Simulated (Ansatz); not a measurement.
Here is an Ansatz 0.2.0 calculation.

The input input.yaml:

```yaml
crystal:
  lattice:
    - [0.0, 2.256, 2.256]
    - [2.256, 0.0, 2.256]
    - [2.256, 2.256, 0.0]
  atoms:
    - { symbol: Hf, position: [0.0, 0.0, 0.0] }
    - { symbol: "N", position: [0.5, 0.5, 0.5] }
kpoints:
  mp_grid: { grid: [7, 7, 7] }
scf:
  occupations: { method: fermi_dirac, width: 0.05 }
hamiltonian:
  xc: lda
  pseudopotentials: { kind: all_electron, lapw: { basis_error: 0.001 } }
output:
  forces: true
  stress: true
elastic:
  mode: relaxed_ion
  stencil: two_point
```

Potentials or basis: all-electron LAPW, scalar-relativistic.

Command:

```bash
$ ansatz run input.yaml --threads 1 --pin off --max-ram 3072MiB --backend cpu --events-out ev --progress --plain --runs-dir out
```

Problem. What does it give for the elastic constants C11, C12, C44?

Solution. 600, 99, 43 GPa.

Problem. Estimate the Voigt bulk modulus.

Solution. 266 GPa.

Problem. What does it give for the band gap on the k mesh?

Solution. None (metal or under the smearing width).

Elastic tensor in Voigt notation (GPa, in the Cartesian axes of the cell as first typed):
```
600  99  99   0   0   0
 99 600  99   0   0   0
 99  99 600   0   0   0
  0   0   0  43   0   0
  0   0   0   0  43   0
  0   0   0   0   0  43
```

Caveat: a metal's response needs a denser mesh; the cell is more than 3 GPa from zero pressure, which shifts response properties; elastic constants of metals need much finer meshes, so these are rough. The run has no spin-orbit coupling, so splittings on Hf are missing.
